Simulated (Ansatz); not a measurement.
PbS (Galena) under changes of volume

One of the cells (26.086 Å³/atom); the others are scaled copies at fixed shape and fractional positions:

```
CELL_PARAMETERS angstrom
0.00000 2.96575 2.96575
2.96575 0.00000 2.96575
2.96575 2.96575 0.00000
ATOMIC_POSITIONS crystal
Pb 0.00000 0.00000 0.00000
S 0.50000 0.50000 0.50000
```

```yaml
Program: Ansatz 0.2.0
Functional: r2SCAN-EpsX
Potentials_or_basis: Ansatz PAW
Cutoff: "500 eV (not typed: the program's choice for these potentials)"
k_mesh: 4 × 4 × 4
Occupations: fermi-dirac, width 0.05 eV
Spin: no spin polarisation
```

```csv
volume (Å³/atom),energy over the lowest point (meV/atom),gap on the mesh (eV)
24.521,0.00,0.57
25.042,5.78,0.68
25.564,12.61,0.78
26.086,21.49,0.88
26.607,?,?
27.129,48.37,1.04
27.651,63.99,1.12
```

Problem. What does the run at 26.607 Å³/atom give?

Solution. Energy over the lowest point 32.91 meV/atom; gap on the mesh 0.96 eV.

Worked out: A Birch-Murnaghan fit of order 3 (a polynomial in V^(-2/3)) to the other rows has no minimum within the range. It gives 33.76 meV/atom at 26.607 Å³/atom, against the run's 32.91. Pressures are left out, since they don't match the slope of the energies. A parabola through the other rows of the gap, of slope 4.27 eV per unit of ln V (its deformation potential) there, gives 0.96 eV, against the run's 0.96.

Energies are extrapolated to zero smearing.

Caveats: all runs use coarse meshes; spin-orbit coupling is left out, which as a rule narrows the gap of such compounds by several tenths of an eV; the PAW data sets come from PBE, with cores solved anew for the run's functional, which leaves a small shift of forces and pressure; the thresholds are loose for stress.

A mesh can miss the band edges.
